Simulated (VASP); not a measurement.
# BP (F-43m) in VASP: notebook

One crystal, BP, is run at these levels: PBE, LDA; tasks: evGW0 quasiparticle levels, equation of state.

All numbers are computed with VASP 6.6.1; they aren't measurements. Logs are shortened: lines on timing, memory, paths and dates and some standing lists are left out, and cuts for length are marked.

**Experimental background.**

From “Equation of state of single-crystal cubic boron phosphide”, 2014, arxiv:1407.1677, for a bulk crystal of BP at 300 K: bulk modulus 179 ± 1 GPa.

The results are compared with them further down.

## (1) The crystal as given

Symmetry: F-43m, No. 216, cubic system. The conventional cell has a = 4.538 Å, b = 4.538 Å, c = 4.538 Å, α = 90.00°, β = 90.00°, γ = 90.00°. P (site symmetry -43m) is surrounded by 4 B at 1.97 Å. B (site symmetry -43m) is surrounded by 4 P at 1.97 Å.

## (2) EvGW0 quasiparticle levels, PBE

Contents of POSCAR:

```
BP
1.0
    0.0000000000      2.2690000000      2.2690000000
    2.2690000000      0.0000000000      2.2690000000
    2.2690000000      2.2690000000      0.0000000000
P B
1 1
Direct
    0.7500000000      0.7500000000      0.7500000000
    0.0000000000      0.0000000000      0.0000000000
```

Contents of INCAR.step1:

```
SYSTEM = BP
PREC = Accurate ; ENCUT = 500
EDIFF = 1E-8 ; ISMEAR = 0
SIGMA = 0.01 ; LREAL = .FALSE.
LASPH = .TRUE. ; NELM = 100
ALGO = Normal ; LWAVE = .TRUE.
LCHARG = .FALSE. ; GGA = PE
KPAR = 4
```

Contents of INCAR.step2:

```
SYSTEM = BP
PREC = Accurate ; ENCUT = 500
EDIFF = 1E-8 ; ISMEAR = 0
SIGMA = 0.01 ; LREAL = .FALSE.
LASPH = .TRUE. ; NELM = 1
ALGO = Exact ; LWAVE = .TRUE.
LCHARG = .FALSE. ; GGA = PE
NBANDS = 154 ; LOPTICS = .TRUE.
ISTART = 1 ; KPAR = 4
```

Contents of INCAR.step3:

```
SYSTEM = BP
PREC = Accurate ; ENCUT = 500
EDIFF = 1E-8 ; ISMEAR = 0
SIGMA = 0.01 ; LREAL = .FALSE.
LASPH = .TRUE. ; ALGO = EVGW0
LWAVE = .FALSE. ; LCHARG = .FALSE.
GGA = PE ; NELMGW = 4
NBANDS = 154 ; ENCUTGW = 200
NOMEGA = 50 ; PRECFOCK = Fast
ISTART = 1 ; NBANDSGW = 12
KPAR = 4
```

Contents of KPOINTS:

```
regular mesh
0
G
  6 6 6
  0 0 0
```

Potentials or basis: VASP PAW PBE potentials, release 64 (P_GW, B_GW).

On the command line:

```sh
$ cat potpaw_PBE.64/P_GW/POTCAR potpaw_PBE.64/B_GW/POTCAR > POTCAR
$ cp INCAR.step1 INCAR
$ mpirun -np 4 vasp_std > vasp.out
$ cp INCAR.step2 INCAR
$ mpirun -np 4 vasp_std > vasp.out
$ cp INCAR.step3 INCAR
$ mpirun -np 4 vasp_std > vasp.out
```

OUTCAR:

```text
SYSTEM = BP
   PREC = Accurate
   ENCUT = 500
   EDIFF = 1E-8
   ISMEAR = 0
   LREAL = .FALSE.
   LASPH = .TRUE.
   GGA = PE
   NELMGW = 4
   ENCUTGW = 200
   PRECFOCK = Fast
   ISTART = 1

 ion  position               nearest neighbor table
   1  0.750  0.750  0.750-   2 1.97   2 1.97   2 1.97   2 1.97
   2  0.000  0.000  0.000-   1 1.97   1 1.97   1 1.97   1 1.97

  LATTYP: Found a face centered cubic cell.
 ALAT       =     4.5380000000

  Lattice vectors:

 A1 = (   0.0000000000,   2.2690000000,   2.2690000000)
 A2 = (   2.2690000000,   0.0000000000,   2.2690000000)
 A3 = (   2.2690000000,   2.2690000000,   0.0000000000)

Analysis of symmetry for initial positions (statically):
=====================================================================
 Subroutine PRICEL returns:
 Original cell was already a primitive cell.

 Routine SETGRP: Setting up the symmetry group for a
 face centered cubic supercell.

 Subroutine GETGRP returns: Found 24 space group operations
 (whereof 24 operations were pure point group operations)
 out of a pool of 48 trial point group operations.

The static configuration has the point symmetry T_d .

Analysis of symmetry for dynamics (positions and initial velocities):
=====================================================================
 Subroutine PRICEL returns:
 Original cell was already a primitive cell.

 Routine SETGRP: Setting up the symmetry group for a
 face centered cubic supercell.

 Subroutine GETGRP returns: Found 24 space group operations
 (whereof 24 operations were pure point group operations)
 out of a pool of 48 trial point group operations.

The dynamic configuration has the point symmetry T_d .

 Subroutine INISYM returns: Found 24 space group operations
 (whereof 24 operations are pure point group operations),
 and found     1 'primitive' translations

----------------------------------------------------------------------------------------

                                     Primitive cell

  volume of cell :      23.3633

  direct lattice vectors                    reciprocal lattice vectors
     0.000000000  2.269000000  2.269000000    -0.220361393  0.220361393  0.220361393
     2.269000000  0.000000000  2.269000000     0.220361393 -0.220361393  0.220361393
     2.269000000  2.269000000  0.000000000     0.220361393  0.220361393 -0.220361393

  length of vectors
     3.208850573  3.208850573  3.208850573     0.381677128  0.381677128  0.381677128

  position of ions in fractional coordinates (direct lattice)
     0.750000000  0.750000000  0.750000000
     0.000000000  0.000000000  0.000000000

  ion indices of the primitive-cell ions
   primitive index   ion index
                 1           1
                 2           2

----------------------------------------------------------------------------------------

 KPOINTS: regular mesh

Automatic generation of k-mesh.
 Grid dimensions read from file:
 generate k-points for:    6    6    6

 Generating k-lattice:

  Cartesian coordinates                     Fractional coordinates (reciprocal lattice)
    -0.036726899  0.036726899  0.036726899     0.166666667  0.000000000  0.000000000
     0.036726899 -0.036726899  0.036726899     0.000000000  0.166666667  0.000000000
     0.036726899  0.036726899 -0.036726899     0.000000000  0.000000000  0.166666667

  Length of vectors
     0.063612855  0.063612855  0.063612855

  Shift w.r.t. Gamma in fractional coordinates (k-lattice)
     0.000000000  0.000000000  0.000000000

 Subroutine IBZKPT returns following result:
 ===========================================

 Found     16 irreducible k-points:

 Following reciprocal coordinates:
            Coordinates               Weight
  0.000000  0.000000  0.000000      1.000000
  0.166667  0.000000  0.000000      8.000000
  0.333333  0.000000  0.000000      8.000000
  0.500000  0.000000  0.000000      4.000000
  0.166667  0.166667  0.000000      6.000000
  0.333333  0.166667  0.000000     24.000000
[... 8 lines left out ...]
 -0.333333  0.333333  0.166667     24.000000
 -0.333333  0.500000  0.166667     12.000000
   k-points           NKPTS =     16   k-points in BZ     NKDIM =    216   number of bands    NBANDS=    154
   number of dos      NEDOS =    301   number of ions     NIONS =      2
   total plane-waves  NPLWV =  13824
   dimension x,y,z NGX =    24 NGY =   24 NGZ =   24
   dimension x,y,z NGXF=    48 NGYF=   48 NGZF=   48
   ions per type =               1   1
   NGX,Y,Z   is equivalent  to a cutoff of  12.43, 12.43, 12.43 a.u.
   NGXF,Y,Z  is equivalent  to a cutoff of  24.87, 24.87, 24.87 a.u.
 SYSTEM =  BP
   PREC   = accura    normal or accurate (medium, high low for compatibility)
   ISTART =      1    job   : 0-new  1-cont  2-samecut
   ICHARG =      0    charge: 1-file 2-atom 10-const
   ISPIN  =      1    spin polarized calculation?
   LNONCOLLINEAR =      F non collinear calculations
   LSORBIT =      F    spin-orbit coupling
   LASPH  =      T    aspherical Exc in radial PAW
   ENCUT  =  500.0 eV  36.75 Ry    6.06 a.u.   5.85  5.85  5.85*2*pi/ulx,y,z
   NELM   =     60;   NELMIN=  2; NELMDL=  0     # of ELM steps
   EDIFF  = 0.1E-07   stopping-criterion for ELM
   LREAL  =      F    real-space projection
   EDIFFG = 0.1E-06   stopping-criterion for IOM
   NSW    =      0    number of steps for IOM
   IBRION =     -1    ionic relax: 0-MD 1-quasi-New 2-CG
   NFREE  =      0    steps in history (QN), initial steepest desc. (CG)
   ISIF   =      0    stress and relaxation
   ISYM   =      3    0-nonsym 1-usesym 2-fastsym
   POTIM  = 0.5000    time-step for ionic-motion
   TEBEG  =    0.0;   TEEND  =   0.0 temperature during run
   PSTRESS=    0.0 pullay stress
   NELECT =       8.0000    total number of electrons
   NUPDOWN=      -1.0000    fix difference up-down
   EMIN   =  10.00;   EMAX   =-10.00  energy-range for DOS
   EFERMI =   0.00;   METHOD = LEGACY
   ISMEAR =     0;   SIGMA  =   0.01  broadening in eV -4-tet -1-fermi 0-gaus
   EFERMI_NEDOS =   21; number of points for ismear=-14 and -15
   IALGO  =     38    algorithm
   IMIX   =      4    mixing-type and parameters
     AMIX     =   0.40;   BMIX     =  1.00
     AMIX_MAG =   1.60;   BMIX_MAG =  1.00
  volume/ion in A,a.u.               =      11.68        78.83
  Fermi-wavevector in a.u.,A,eV,Ry     =   1.145320  2.164342 17.847562  1.311759
  Thomas-Fermi vector in A             =   2.282009
   LORBIT       =      0    0 simple, 1 ext, 2 COOP (PROOUT), +10 PAW based schemes
   GGA     = PE    functional components
   LHFCALC =     T    Hartree Fock is set to
   PRECFOCK=fast      Normal, Fast or Accurate (Low or Medium for compatibility)
   ENCUT4O =  -1.0   cutoff for four orbital integrals eV
   NKREDX  =     1    reduce k-point grid by
   NKREDY  =     1    reduce k-point grid by
   NKREDZ  =     1    reduce k-point grid by
   AEXX    =    1.0000 exact exchange contribution
   HFSCREEN=    0.0000 screening length (either q_TF or 0.3 A-1)
   HFSCREENC=   0.0000 screening length for correlation (either q_TF or 0.3 A-1)
   ENCUTFOCK=  -1.0 apply spherical cutoff to Coloumb kernel
   IVDW    =     0    specifies the selected vdW correction
   LEPSILON=     F    determine dielectric tensor
   LRPA    =     F    only Hartree local field effects (RPA)
   LRPAFORCE           =     F    calculate RPA forces
   ENCUTGW             = 200.0    cutoff for response function in eV
   ENCUTGWSOFT         = 160.0    soft cutoff for Coulomb kernel in GW response function in eV
   ENCUTLF             =  -1.0    cutoff for local field effects
   NELMGW              =     4    number of iterations in solving QP/BSE equation
   NELMHF              =     1    number of iterations in the inner HF iteration
   NKREDLFX            =     1    NKREDLFY  =   1   NKREDLFZ  =   1
 non-spin polarized calculation
 Gauss-broadening in eV      SIGMA  =   0.01
  energy-cutoff  :      500.00
  volume of cell :       23.36
 maximum number of plane-waves:       609
  NGX = 14; NGY = 14; NGZ = 14
   NGX = 11   NGY = 11   NGZ = 11
 maximum number of plane-waves:       169

 QP shifts <psi_nk| G(iteration)W_0 |psi_nk>: iteration 1
 for sc-GW calculations column KS-energies equals QP-energies in previous step
 and V_xc(KS)=  KS-energies - (<T + V_ion + V_H > + <T+V_H+V_ion>^1  + <V_x>^1)

 k-point   1 :       0.0000    0.0000    0.0000
  band No.  KS-energies  QP-energies   sigma(KS)   V_xc(KS)     V^pw_x(r,r')   Z            occupation Imag(sigma)

      1      -8.3253      -9.1871     -13.2994     -12.0592     -20.4820       0.6949       2.0000       1.3448
      2       7.1367       6.5049     -14.1075     -13.3044     -14.9313       0.7867       2.0000       0.0156
      3       7.1367       6.5049     -14.1075     -13.3044     -14.9313       0.7867       2.0000       0.0156
      4       7.1367       6.5049     -14.1075     -13.3044     -14.9313       0.7867       2.0000       0.0156
      5      10.5399      10.8434     -11.6899     -12.0774      -7.1355       0.7833       0.0000      -0.1011
      6      10.5399      10.8434     -11.6899     -12.0774      -7.1355       0.7833       0.0000      -0.1011
      7      10.5399      10.8434     -11.6899     -12.0774      -7.1355       0.7833       0.0000      -0.1011
      8      14.5122      14.7874     -12.3954     -12.7615      -6.2255       0.7517       0.0000      -0.1907
      9      18.6605      18.5403      -9.6127      -9.4590      -3.3684       0.7817       0.0000      -0.3643
     10      19.1558      19.5644     -11.2295     -11.7579      -4.9747       0.7732       0.0000      -0.3132
     11      19.1558      19.5644     -11.2295     -11.7579      -4.9747       0.7732       0.0000      -0.3132
     12      22.8212      22.9061      -9.8367      -9.9465      -2.8198       0.7736       0.0000      -0.7839

 k-point   2 :       0.1667    0.0000    0.0000
  band No.  KS-energies  QP-energies   sigma(KS)   V_xc(KS)     V^pw_x(r,r')   Z            occupation Imag(sigma)
[... 999 lines left out ...]
      1      -4.2822      -4.2923     -13.8382       9.5420     -19.0761       0.7229       2.0000       0.5724
      2      -2.2270      -2.2363     -13.7172      11.4771     -18.2979       0.7167       2.0000       0.3429
      3       0.8392       0.8328     -12.9354      13.7661     -15.6461       0.7501       2.0000       0.0753
      4       0.9766       0.9703     -12.9335      13.9017     -15.6066       0.7514       2.0000       0.0728
      5      11.1676      11.1671     -11.1163      22.2833      -6.2206       0.7859       0.0000      -0.1185
      6      11.8067      11.8063     -11.0541      22.8603      -6.0832       0.7881       0.0000      -0.1209
      7      16.6422      16.6428     -11.8316      28.4747      -5.1908       0.7477       0.0000      -0.2871
      8      17.3256      17.3262     -11.7621      29.0885      -5.1334       0.7537       0.0000      -0.3064
      9      20.4710      20.4722     -11.9805      32.4531      -4.5441       0.7441       0.0000      -0.5291
     10      23.6769      23.6782     -11.6929      35.3716      -3.9242       0.7497       0.0000      -0.7443
     11      24.0133      24.0143     -12.3345      36.3492      -4.5514       0.7477       0.0000      -0.7830
     12      27.8219      27.8227     -11.6367      39.4597      -3.7510       0.7440       0.0000      -1.0490
```

Wall time 6.6 min (4 MPI ranks of Intel Xeon Platinum 8488C (Sapphire Rapids), shared host); peak memory 0.58 GiB.

What came out:

```yaml
Band_gap_on_the_k_mesh_mean-field_level: 1.33 eV, indirect (least direct gap 3.40 eV)
Quasiparticle_gap: 2.15 eV
Least_direct_quasiparticle_gap: 4.47 eV
```

Quasiparticle gap after each update of the energies (eV): 2.04, 2.13, 2.15, 2.15

Caveat: bands, screening cutoff and mesh are small and nothing is extrapolated, so the quasiparticle values aren't converged. A k mesh can miss the band edges.

## (3) Equation of state, LDA, 10.86 Å³/atom (a relaxed cell with its volume scaled by 0.96)

Contents of INCAR:

```
SYSTEM = BP
PREC = Accurate
ENCUT = 520
EDIFF = 1E-6
ISMEAR = 0
SIGMA = 0.02
LREAL = .FALSE.
LASPH = .TRUE.
NELM = 100
ALGO = Fast
ISIF = 2
LWAVE = .FALSE.
LCHARG = .FALSE.
GGA = CA
```

Contents of KPOINTS:

```
regular mesh
0
G
  8 8 8
  0 0 0
```

Contents of POSCAR:

```
BP                                      
1.0
    0.0000000000      2.2146064800      2.2146064800
    2.2146064800      0.0000000000      2.2146064800
    2.2146064800      2.2146064800      0.0000000000
  P               B             
     1     1
Direct
     0.7500000000000000    0.7500000000000000    0.7500000000000000
     0.0000000000000000    0.0000000000000000    0.0000000000000000
```

Potentials or basis: VASP PAW LDA potentials, release 64 (P, B).

On the command line:

```sh
$ cat potpaw_LDA.64/P/POTCAR potpaw_LDA.64/B/POTCAR > POTCAR
$ mpirun -np 1 vasp_std > vasp.out
```

Wall time 1.9 s (1 thread of Intel Xeon 6975P-C (Granite Rapids), shared host); peak memory 0.12 GiB.

The run converged. Its results:

- Free energy: -14.3760 eV
- Pressure: 7.7 GPa
- Band gap on the k mesh: 1.14 eV, indirect (least direct gap 3.50 eV)

## (4) Equation of state, LDA, 11.09 Å³/atom (a relaxed cell with its volume scaled by 0.98)

INCAR is that of step 3.

KPOINTS is that of step 3.

Contents of POSCAR:

```
BP                                      
1.0
    0.0000000000      2.2298801107      2.2298801107
    2.2298801107      0.0000000000      2.2298801107
    2.2298801107      2.2298801107      0.0000000000
  P               B             
     1     1
Direct
     0.7500000000000000    0.7500000000000000    0.7500000000000000
     0.0000000000000000    0.0000000000000000    0.0000000000000000
```

On the command line:

```sh
$ cat potpaw_LDA.64/P/POTCAR potpaw_LDA.64/B/POTCAR > POTCAR
$ mpirun -np 1 vasp_std > vasp.out
```

Wall time 2.4 s (1 thread of Intel Xeon 6975P-C (Granite Rapids), shared host); peak memory 0.12 GiB.

The run converged. Its results:

```yaml
Free_energy: -14.3921 eV
Pressure: 3.6 GPa
Band_gap_on_the_k_mesh: 1.16 eV, indirect (least direct gap 3.46 eV)
```

## (5) Equation of state, LDA, 11.31 Å³/atom

INCAR is that of step 4.

KPOINTS is that of step 4.

Contents of POSCAR:

```
BP                                      
1.0
    0.0000000000      2.2449473253      2.2449473253
    2.2449473253      0.0000000000      2.2449473253
    2.2449473253      2.2449473253      0.0000000000
  P               B             
     1     1
Direct
     0.7500000000000000    0.7500000000000000    0.7500000000000000
     0.0000000000000000    0.0000000000000000    0.0000000000000000
```

On the command line:

```sh
$ cat potpaw_LDA.64/P/POTCAR potpaw_LDA.64/B/POTCAR > POTCAR
$ mpirun -np 1 vasp_std > vasp.out
```

Run time: 2 s. Hardware: 1 thread of Intel Xeon 6975P-C (Granite Rapids), shared host; peak memory 0.11 GiB.

Results (log left out):

| Property | Result |
| --- | --- |
| Free energy | -14.3974 eV |
| Pressure | 0.0 GPa |
| Band gap on the k mesh | 1.18 eV, indirect (least direct gap 3.43 eV) |

## (6) Equation of state, LDA, 11.54 Å³/atom (a relaxed cell with its volume scaled by 1.02)

INCAR is that of step 5.

KPOINTS is that of step 5.

Contents of POSCAR:

```
BP                                      
1.0
    0.0000000000      2.2598149594      2.2598149594
    2.2598149594      0.0000000000      2.2598149594
    2.2598149594      2.2598149594      0.0000000000
  P               B             
     1     1
Direct
     0.7500000000000000    0.7500000000000000    0.7500000000000000
     0.0000000000000000    0.0000000000000000    0.0000000000000000
```

Potentials or basis: VASP PAW LDA potentials, release 64 (P, B).

On the command line:

```sh
$ cat potpaw_LDA.64/P/POTCAR potpaw_LDA.64/B/POTCAR > POTCAR
$ mpirun -np 1 vasp_std > vasp.out
```

Wall time 1.9 s (1 thread of Intel Xeon 6975P-C (Granite Rapids), shared host); peak memory 0.12 GiB.

Results (log left out):

```yaml
Free_energy: -14.3928 eV
Pressure: -3.4 GPa
Band_gap_on_the_k_mesh: 1.20 eV, indirect (least direct gap 3.40 eV)
```

## (7) Equation of state, LDA, 11.77 Å³/atom (a relaxed cell with its volume scaled by 1.04)

INCAR is that of step 6.

KPOINTS is that of step 6.

Contents of POSCAR:

```
BP                                      
1.0
    0.0000000000      2.2744894937      2.2744894937
    2.2744894937      0.0000000000      2.2744894937
    2.2744894937      2.2744894937      0.0000000000
  P               B             
     1     1
Direct
     0.7500000000000000    0.7500000000000000    0.7500000000000000
     0.0000000000000000    0.0000000000000000    0.0000000000000000
```

On the command line:

```sh
$ cat potpaw_LDA.64/P/POTCAR potpaw_LDA.64/B/POTCAR > POTCAR
$ mpirun -np 1 vasp_std > vasp.out
```

It took 2 s on 1 thread of Intel Xeon 6975P-C (Granite Rapids), shared host; peak memory 0.11 GiB.

Results (log left out):

```
Free energy            : -14.3791 eV
Pressure               : -6.4 GPa
Band gap on the k mesh : 1.22 eV, indirect (least direct gap 3.37 eV)
```

## (8) Equation of state, LDA

This run uses another cell than the first one, of 11.31 Å³/atom, 0.969 times its volume.

This step only gathers the single runs of the series.

What came out:

```
Equilibrium volume                      : 11.32 Å³/atom
Bulk modulus                            : 175 GPa
Pressure derivative of the bulk modulus : 3.7 (rough: it moves with the points fitted)
```

Energy against volume, from the lowest point:
```csv
volume (Å³/atom),energy (meV/atom)
10.861,10.72
11.088,2.65
11.314,0.00
11.540,2.34
11.767,9.17
```

## (9) How close it comes

Step 8. Against the measured bulk modulus of BP, 179 GPa (300 K; “Equation of state of single-crystal cubic boron phosphide”, 2014, arxiv:1407.1677), the calculated 175 GPa is off by -2.1 %. 3 values of this kind are on record (173 to 179 GPa); this one was drawn at random among those near their median, those with a stated uncertainty first. The fit is for a static lattice scaled at fixed shape and fixed fractional positions.
